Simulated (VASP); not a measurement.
# SiC (Fm-3m) in VASP: further runs

One crystal, SiC, is run at these levels: r2SCAN; tasks: relaxation of the atoms.

Everything below comes from runs of VASP 6.6.1. Logs are shortened: lines on timing, memory, paths and dates and some standing lists are left out, and cuts for length are marked.

## (1) The undisturbed crystal

It takes space group Fm-3m (No. 225, cubic). Conventional cell: a = 4.239 Å, b = 4.239 Å, c = 4.239 Å, α = 90.00°, β = 90.00°, γ = 90.00°. Si (site symmetry m-3m) is surrounded by 6 C at 2.12 Å. C (site symmetry m-3m) has 6 Si at 2.12 Å as nearest neighbours.

The cell was built by a generator and needn't be a form met in nature.

## (2) Relaxation of the atoms, r2SCAN (a relaxed cell with its volume scaled by 0.94)

INCAR reads:

```
PREC     = Accurate       # precision mode
ENCUT    = 600            # plane-wave cutoff, eV
EDIFF    = 1E-7           # SCF threshold, eV
ISMEAR   = 0              # smearing method
SIGMA    = 0.03           # smearing width, eV
LREAL    = False          # projectors in reciprocal space
LASPH    = True           # aspherical terms in the spheres
NELM     = 80             # most SCF steps
ALGO     = Normal         # electronic algorithm
ISIF     = 2              # what is computed and relaxed
LWAVE    = False          # write WAVECAR
LCHARG   = False          # write CHGCAR
METAGGA  = R2SCAN         # meta-GGA
LMIXTAU  = True         
IBRION   = 2              # ionic algorithm
NSW      = 40             # ionic steps
EDIFFG   = -0.01          # ionic threshold
```

KPOINTS reads:

```
Automatic mesh
0
Gamma
  12 12 12
```

POSCAR reads:

```
SiC                                     
1.0
   -0.0000000000      1.9718525838      1.9718525838
    1.9718525838     -0.0000000000      1.9718525838
    1.9718525838      1.9718525838     -0.0000000000
  Si              C             
     1     1
Direct
     0.0000000000000000    0.0000000000000000    0.0000000000000000
     0.5000000000000000    0.5000000000000000    0.5000000000000000
```

Potentials or basis: VASP PAW PBE potentials, release 64 (Si, C).

Launch:

```
cat potpaw_PBE.64/Si/POTCAR potpaw_PBE.64/C/POTCAR > POTCAR
mpirun -np 1 vasp_std > vasp.out
```

OUTCAR:

```text
PREC = Accurate
   ENCUT = 600
   EDIFF = 1E-7
   ISMEAR = 0
   LREAL = False
   LASPH = True
   NELM = 80
   ISIF = 2
   METAGGA = R2SCAN
   IBRION = 2
   NSW = 40
   EDIFFG = -0.01

 ion  position               nearest neighbor table
   1  0.000  0.000  0.000-   2 1.97   2 1.97   2 1.97   2 1.97   2 1.97   2 1.97
   2  0.500  0.500  0.500-   1 1.97   1 1.97   1 1.97   1 1.97   1 1.97   1 1.97

  LATTYP: Found a face centered cubic cell.
 ALAT       =     3.9437051676

  Lattice vectors:

 A1 = (   0.0000000000,   1.9718525838,   1.9718525838)
 A2 = (   1.9718525838,   0.0000000000,   1.9718525838)
 A3 = (   1.9718525838,   1.9718525838,   0.0000000000)

Analysis of symmetry for initial positions (statically):
=====================================================================
 Subroutine PRICEL returns:
 Original cell was already a primitive cell.

 Routine SETGRP: Setting up the symmetry group for a
 face centered cubic supercell.

 Subroutine GETGRP returns: Found 48 space group operations
 (whereof 48 operations were pure point group operations)
 out of a pool of 48 trial point group operations.

The static configuration has the point symmetry O_h .

Analysis of symmetry for dynamics (positions and initial velocities):
=====================================================================
 Subroutine PRICEL returns:
 Original cell was already a primitive cell.

 Routine SETGRP: Setting up the symmetry group for a
 face centered cubic supercell.

 Subroutine GETGRP returns: Found 48 space group operations
 (whereof 48 operations were pure point group operations)
 out of a pool of 48 trial point group operations.

The dynamic configuration has the point symmetry O_h .

 Subroutine INISYM returns: Found 48 space group operations
 (whereof 48 operations are pure point group operations),
 and found     1 'primitive' translations

----------------------------------------------------------------------------------------

                                     Primitive cell

  volume of cell :      15.3339

  direct lattice vectors                    reciprocal lattice vectors
     0.000000000  1.971852584  1.971852584    -0.253568651  0.253568651  0.253568651
     1.971852584  0.000000000  1.971852584     0.253568651 -0.253568651  0.253568651
     1.971852584  1.971852584  0.000000000     0.253568651  0.253568651 -0.253568651

  length of vectors
[... 83 lines left out ...]
   LREAL  =      F    real-space projection
   EDIFFG = -.1E-01   stopping-criterion for IOM
   NSW    =     40    number of steps for IOM
   IBRION =      2    ionic relax: 0-MD 1-quasi-New 2-CG
   NFREE  =      1    steps in history (QN), initial steepest desc. (CG)
   ISIF   =      2    stress and relaxation
   ISYM   =      2    0-nonsym 1-usesym 2-fastsym
   POTIM  = 0.5000    time-step for ionic-motion
   TEBEG  =    0.0;   TEEND  =   0.0 temperature during run
   PSTRESS=    0.0 pullay stress
   NELECT =       8.0000    total number of electrons
   NUPDOWN=      -1.0000    fix difference up-down
   EMIN   =  10.00;   EMAX   =-10.00  energy-range for DOS
   EFERMI =   0.00;   METHOD = LEGACY
   ISMEAR =     0;   SIGMA  =   0.03  broadening in eV -4-tet -1-fermi 0-gaus
   EFERMI_NEDOS =   21; number of points for ismear=-14 and -15
   IALGO  =     38    algorithm
   IMIX   =      4    mixing-type and parameters
     AMIX     =   0.40;   BMIX     =  1.00
     AMIX_MAG =   1.60;   BMIX_MAG =  1.00
  volume/ion in A,a.u.               =       7.67        51.74
  Fermi-wavevector in a.u.,A,eV,Ry     =   1.317914  2.490496 23.631920  1.736897
  Thomas-Fermi vector in A             =   2.447921
   LORBIT       =      0    0 simple, 1 ext, 2 COOP (PROOUT), +10 PAW based schemes
   METAGGA = R2SCAN    functional components
   LHFCALC =     F    Hartree Fock is set to
   AEXX    =    0.0000 exact exchange contribution
   IVDW    =     0    specifies the selected vdW correction
   LEPSILON=     F    determine dielectric tensor
   LRPA    =     F    only Hartree local field effects (RPA)
 conjugate gradient relaxation of ions
 non-spin polarized calculation
 Gauss-broadening in eV      SIGMA  =   0.03
  energy-cutoff  :      600.00
  volume of cell :       15.33
 maximum number of plane-waves:       532
 NGX is ok and might be reduce to    24
   NGX = 11   NGY = 11   NGZ = 11

 number of electron       8.0000000 magnetization

 Free energy of the ion-electron system (eV)
  ---------------------------------------------------
  ext. energy  EPLUGINS =         0.00000000
  ---------------------------------------------------
  free energy    TOTEN  =       -17.60265408 eV

  energy without entropy =      -17.60255918  energy(sigma->0) =      -17.60260663

 E-fermi :  13.7278     XC(G=0): -13.8096

 val. band max:       13.7133313421   @ k =  -0.0833   0.0833   0.0000
 cond. band min:      13.8981265697   @ k =   0.4167   0.4167   0.0000
 fundamental gap:      0.1847952276
 Fermi energy:        13.7277806339

 k-point     1 :       0.0000    0.0000    0.0000
  band No.  band energies     occupation
      1      -6.7389      2.00000
      2      13.6771      1.98312
      3      13.6771      1.98312
      4      13.6771      1.98311
      5      23.0936      0.00000
      6      23.0936      0.00000
      7      23.0936      0.00000
      8      23.3478      0.00000
[... 243 lines left out ...]
 k-point    24 :      -0.4167    0.1667    0.0000
  band No.  band energies     occupation
      1      -0.7405      2.00000
      2       1.9003      2.00000
      3       9.1437      2.00000
      4      11.4389      2.00000
      5      17.9813      0.00000
      6      21.4925      0.00000
      7      23.1372      0.00000
      8      28.6181      0.00000

 [... further k-points ...]
[... 5 lines left out ...]
  --------------------------------------------------------------------------------------
  -------------------------------------------------------------------------------------
  Total        1.8469019      1.8469019      1.8469019     -0.0000000      0.0000000     -0.0000000
  in kB      192.9750150    192.9750150    192.9750150     -0.0000000      0.0000000     -0.0000000
  external PRESSURE =     192.9750150 kB  Pullay stress =       0.0000000 kB

 VOLUME and BASIS-vectors are now :
 -----------------------------------------------------------------------------
  energy-cutoff  :      600.00
  volume of cell :       15.33
      direct lattice vectors                 reciprocal lattice vectors
     0.000000000  1.971852584  1.971852584    -0.253568651  0.253568651  0.253568651
     1.971852584  0.000000000  1.971852584     0.253568651 -0.253568651  0.253568651
     1.971852584  1.971852584  0.000000000     0.253568651  0.253568651 -0.253568651

 POSITION                                       TOTAL-FORCE (eV/Angst)
 -----------------------------------------------------------------------------------
      0.00000      0.00000      0.00000         0.000000      0.000000      0.000000
      1.97185      1.97185      1.97185        -0.000000     -0.000000     -0.000000
 -----------------------------------------------------------------------------------
    total drift:                               -0.000000     -0.000000      0.000000

  FREE ENERGIE OF THE ION-ELECTRON SYSTEM (eV)
  ---------------------------------------------------
  free  energy   TOTEN  =       -17.6026540800 eV

  energy  without entropy=      -17.6025591830  energy(sigma->0) =      -17.60260663

 reached required accuracy - stopping structural energy minimisation
```

CONTCAR:

```text
SiC
   1.00000000000000
     0.0000000000000000    1.9718525838000001    1.9718525838000001
     1.9718525838000001    0.0000000000000000    1.9718525838000001
     1.9718525838000001    1.9718525838000001    0.0000000000000000
  Si              C
     1     1
Direct
     0.0000000000000000    0.0000000000000000    0.0000000000000000
     0.5000000000000000    0.5000000000000000    0.5000000000000000

  0.00000000E+00  0.00000000E+00  0.00000000E+00
  0.00000000E+00  0.00000000E+00  0.00000000E+00
```

It took 19 s on 1 thread of Intel Xeon 6975P-C (Granite Rapids), shared host; peak memory 0.14 GiB.

Results:

```yaml
Free_energy: -17.6027 eV
Pressure_after_relaxing: 19.3 GPa
Band_gap_on_the_k_mesh: none (metal or under the smearing width)
```

Final structure:
```
Si C
1.0
     0.00000    1.97185    1.97185
     1.97185    0.00000    1.97185
     1.97185    1.97185    0.00000
Si C
1 1
Direct
  0.00000 0.00000 0.00000
  0.50000 0.50000 0.50000
```

Caveat: the relaxation stopped at its first step, so nothing moved; the PAW data sets were made with another functional, which shifts forces and pressure a little.

## (3) Relaxation of the atoms, r2SCAN (a relaxed cell with its volume scaled by 0.96)

INCAR is that of step 2.

KPOINTS is that of step 2.

POSCAR reads:

```
SiC                                     
1.0
   -0.0000000000      1.9857393271      1.9857393271
    1.9857393271     -0.0000000000      1.9857393271
    1.9857393271      1.9857393271     -0.0000000000
  Si              C             
     1     1
Direct
     0.0000000000000000    0.0000000000000000    0.0000000000000000
     0.5000000000000000    0.5000000000000000    0.5000000000000000
```

Potentials or basis: VASP PAW PBE potentials, release 64 (Si, C).

Launch:

```
cat potpaw_PBE.64/Si/POTCAR potpaw_PBE.64/C/POTCAR > POTCAR
mpirun -np 1 vasp_std > vasp.out
```

Run time: 19 s. Hardware: 1 thread of Intel Xeon 6975P-C (Granite Rapids), shared host; peak memory 0.14 GiB.

It converged, with:

- Free energy: -17.6350 eV
- Pressure after relaxing: 12.2 GPa
- Band gap on the k mesh: none (metal or under the smearing width)

Final structure:
```
CELL_PARAMETERS angstrom
0.00000 1.98574 1.98574
1.98574 0.00000 1.98574
1.98574 1.98574 0.00000
ATOMIC_POSITIONS crystal
Si 0.00000 0.00000 0.00000
C 0.50000 0.50000 0.50000
```

Levels at points of the mesh, in eV from the Fermi level:
```tsv
k point	band 2	band 3	band 4	band 5	band 6	band 7
(0.00, 0.00, 0.00)	-0.05	-0.05	-0.05	9.20	9.36	9.36
(0.50, 0.00, 0.00)	-12.54	-1.37	-1.37	5.88	5.88	6.78
(0.50, 0.50, 0.00)	-10.84	-4.85	-4.85	-0.36	2.64	16.84
```

Caveat: the relaxation stopped at its first step, so nothing moved; the PAW data sets were made with another functional, which shifts forces and pressure a little.
